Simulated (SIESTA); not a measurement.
Runs of SIESTA 5.4.2 on Na2S. Symmetry: Fm-3m, No. 225, cubic system. The conventional cell has a = 6.547 Å, b = 6.547 Å, c = 6.547 Å, α = 90.00°, β = 90.00°, γ = 90.00°. Around S (site symmetry m-3m) lie 8 Na at 2.83 Å. Na (site symmetry -43m) is surrounded by 4 S at 2.83 Å. 

```tsv
task	level	potentials or basis	gap on the mesh (eV)	pressure (GPa)	V0 of scaled cells (Å³/atom)	B0 (GPa)
band structure	BLYP	PseudoDojo 0.4 standard (PBE files), DZP (energy shift 0.003 Ry; two zetas on semicore shells)	2.60	1.7	-	-
band structure	PBEsol	PseudoDojo 0.4 standard (PBEsol files), DZP (energy shift 0.003 Ry; two zetas on semicore shells)	2.39	-0.2	-	-
equation of state	PBE	PseudoDojo 0.4 standard (PBE files), DZP (energy shift 0.003 Ry; two zetas on semicore shells)	-	-	23.96	(a)
equation of state	PBEsol	PseudoDojo 0.4 standard (PBEsol files), DZP (energy shift 0.003 Ry; two zetas on semicore shells)	-	-	23.18	30
single point	PBE	PseudoDojo 0.4 standard (PBE files), DZP (energy shift 0.003 Ry; two zetas on semicore shells)	2.49	(b)	-	-
```

Alike in all rows: no spin polarisation; cell as given; k mesh 7 × 7 × 7; smearing fermi-dirac 0.05 eV; grid cutoff 800 Ry; energy shift 0.003 Ry.

Problem. Fill in the values left out.

Solution. (a) 28; (b) 0.8.

Caveats: the basis of atomic orbitals isn't converged, which shifts pressures, moduli and gaps; the potentials were made for another functional, which shifts forces and pressure (some runs); an odd mesh through Γ misses points on the zone boundary, where band edges often lie (some runs).

Not every run made on this cell is shown here.
